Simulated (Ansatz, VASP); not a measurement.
**Au in VASP and in Ansatz**

INCAR

```
PREC = Accurate ; ENCUT = 600
EDIFF = 1E-6 ; ISMEAR = -1
SIGMA = 0.05 ; LREAL = False
LASPH = True ; NELM = 80
ALGO = Fast ; ISIF = 3
LWAVE = False ; LCHARG = False
GGA = B5 ; ALDAX = 1.0
AGGAX = 1.0 ; AGGAC = 1.0
ALDAC = 0.0 ; IBRION = 2
NSW = 60 ; EDIFFG = -0.01
```

The input KPOINTS:

```
Automatic mesh
0
Gamma
  10 10 10
```

Contents of POSCAR:

```
Au
1.0
    2.7484100000      0.0000000000      0.0000000000
    0.0000000000      2.7484100000      0.0000000000
    0.0000000000      0.0000000000      2.7484100000
Au
1
Direct
    0.5000000000      0.5000000000      0.5000000000
```

input.yaml

```yaml
crystal:
  lattice:
    - [2.74841, 0.0, 0.0]
    - [0.0, 2.74841, 0.0]
    - [0.0, 0.0, 2.74841]
  atoms:
    - { symbol: Au, position: [0.5, 0.5, 0.5] }
hamiltonian:
  xc: blyp
  pseudopotentials: { kind: paw }
kpoints:
  mp_grid: { grid: [10, 10, 10] }
scf:
  occupations: { method: fermi_dirac, width: 0.05 }
output:
  forces: true
  stress: true
  eigenvalues: true
  write_density: true
  write_potential: true
  elf: true
  volumetric_format: npy
relax:
  f_tol: 0.01
  max_steps: 40
  cell: { stress_tol: 0.05 }
```

The cell was built by a generator and needn't be a form met in nature.

Alike in both runs: task relaxation of cell and atoms; functional BLYP; k mesh 10 × 10 × 10; occupations fermi-dirac, width 0.05 eV; no spin polarisation.

|  | VASP | Ansatz |
| --- | --- | --- |
| version | VASP 6.6.1 | Ansatz 0.2.0 |
| potentials or method | VASP PAW PBE potentials, release 64 (Au) | Ansatz PAW |
| plane-wave cutoff (eV) | 600 | 420 |
| valence electrons in the cell | 11 | 19 |

```csv
,VASP,Ansatz,Ansatz less VASP
"gap on the k mesh at the Fermi level, each at its own relaxed structure (eV)",none,none,-
relaxed volume (Å³/atom),22.48,22.37,-0.101
relaxed cell length with the largest relative difference (Å),2.822,2.818,-0.0043
energy change over the relaxation (meV/atom),-40,-35,+5.6
```

A gap of «none» marks a metal or a gap that the smearing closes. The two sets of potentials don't hold the same shells in valence.

Caveats: the PAW data sets were made with another functional, which shifts forces and pressure a little (VASP); the plane-wave basis is chosen anew once the cell has moved, so the energies of steps on either side of that aren't comparable (Ansatz); the PAW data sets come from PBE, with cores solved anew for the run's functional, which leaves a small shift of forces and pressure (Ansatz). Spin-orbit coupling is left out, which matters for the levels of Au.
